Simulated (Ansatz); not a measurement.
# SnS: further runs on the relaxed cell

The task here is to estimate one member of a computed series from the others.

Computed with Ansatz 0.2.0 (DFT PBE, scalar-relativistic, plane waves, PAW, unless a step's input says otherwise).

1 further run of the same task is left out (set aside as unsound or not needed).

### The structure to begin with

It takes space group Pnma (No. 62, orthorhombic). Conventional cell: a = 11.446 Å, b = 4.023 Å, c = 4.454 Å, α = 90.00°, β = 90.00°, γ = 90.00°. Sn (site symmetry m) has 3 S at 2.66 to 2.69 Å as nearest neighbours. Around S (site symmetry m) lie 3 Sn at 2.66 to 2.69 Å.

As a file:

```cif
data_structure
_symmetry_space_group_name_H-M 'Pnma'
_symmetry_Int_Tables_number 62
_cell_length_a 11.4455
_cell_length_b 4.0233
_cell_length_c 4.4542
_cell_angle_alpha 90.000
_cell_angle_beta 90.000
_cell_angle_gamma 90.000
_cell_volume 205.11
loop_
_atom_site_label
_atom_site_type_symbol
_atom_site_symmetry_multiplicity
_atom_site_Wyckoff_symbol
_atom_site_fract_x
_atom_site_fract_y
_atom_site_fract_z
_atom_site_occupancy
Sn1 Sn 4 c 0.12154 0.25000 0.13001 1
S1 S 4 c 0.84990 0.25000 0.47744 1
```

This cell was relaxed beforehand with the same method: volume 25.64 Å³/atom, gap on the mesh 1.05 eV.

Set-up of the first run:

input.yaml

```yaml
crystal:
  lattice:
    - [11.3298835736, 0.0, 0.0]
    - [0.0, 3.9826424384, 0.0]
    - [0.0, 0.0, 4.4092075354]
  atoms:
    - { symbol: Sn, position: [0.1215422482, 0.25, 0.1300059313] }
    - { symbol: Sn, position: [0.3784577518, 0.75, 0.6300059313] }
    - { symbol: Sn, position: [0.6215422482, 0.25, 0.3699940687] }
    - { symbol: Sn, position: [0.8784577518, 0.75, 0.8699940687] }
    - { symbol: S, position: [0.8498958712, 0.25, 0.4774433427] }
    - { symbol: S, position: [0.6501041288, 0.75, 0.9774433427] }
    - { symbol: S, position: [0.3498958712, 0.25, 0.0225566573] }
    - { symbol: S, position: [0.1501041288, 0.75, 0.5225566573] }
basis:
  ecutwfc: 420
kpoints:
  mp_grid: { grid: [4, 8, 6] }
hamiltonian:
  xc: pbe
scf:
  occupations: { method: gaussian, width: 0.02 }
output:
  forces: true
  stress: true
  eigenvalues: true
relax:
  adjacent_minimum: "off"
  f_tol: 0.01
  max_steps: 30
  cell: { stress_tol: 0.1, fix: [volume] }
```

The run is started by

```bash
ansatz run input.yaml --threads 4 --pin off --max-ram 10240MiB --backend cpu --events-out ev --progress --plain --runs-dir out
```

Steps of the session up to this table: Point at V/V0 = 0.97; Volume × 1.03; The cell scaled to 0.94 of its volume; Point at V/V0 = 1.06; The cell scaled to 0.91 of its volume; Point at V/V0 = 1.10; Volume × 0.88.

One of the session's tables, all rows but one given; the rest of the session is left out.

It belongs to the step «Fit of the equation of state». 

| volume (Å³/atom) | energy above the lowest point (meV/atom) | pressure (GPa) | gap on the mesh (eV) |
| --- | --- | --- | --- |
| 22.562 | 38.2 | 4.78 | 0.56 |
| 23.331 | 19.4 | 3.11 | 0.75 |
| 24.100 | 7.8 | 1.78 | 0.93 |
| 24.870 | ? | ? | ? |
| 25.639 | 0.0 | -0.01 | 1.05 |
| 26.408 | 1.4 | -0.57 | 1.12 |
| 27.177 | 5.1 | -0.91 | 1.19 |
| 28.203 | 12.0 | -1.25 | 1.29 |

**Question.** Estimate the row for volume (Å³/atom) = 24.870.

Worked estimate for «energy above the lowest point (meV/atom)». A straight line through the neighbours (24.100, 7.8) and (25.639, 0.0) gives 7.8 + (0.0 − 7.8) × (24.870 − 24.100) / (25.639 − 24.100) = 3.9; a parabola fitted to 4 rows on both sides gives 1.7.

As computed: energy above the lowest point (meV/atom): 1.8; pressure (GPa): 0.77; gap on the mesh (eV): 1.01. In «energy above the lowest point (meV/atom)» the line misses by +2.1 and the parabola by -0.1.

Caveats from the session: Layers here are held mostly by dispersion, which this level lacks, so their spacing and the stiffness across them are unreliable there.
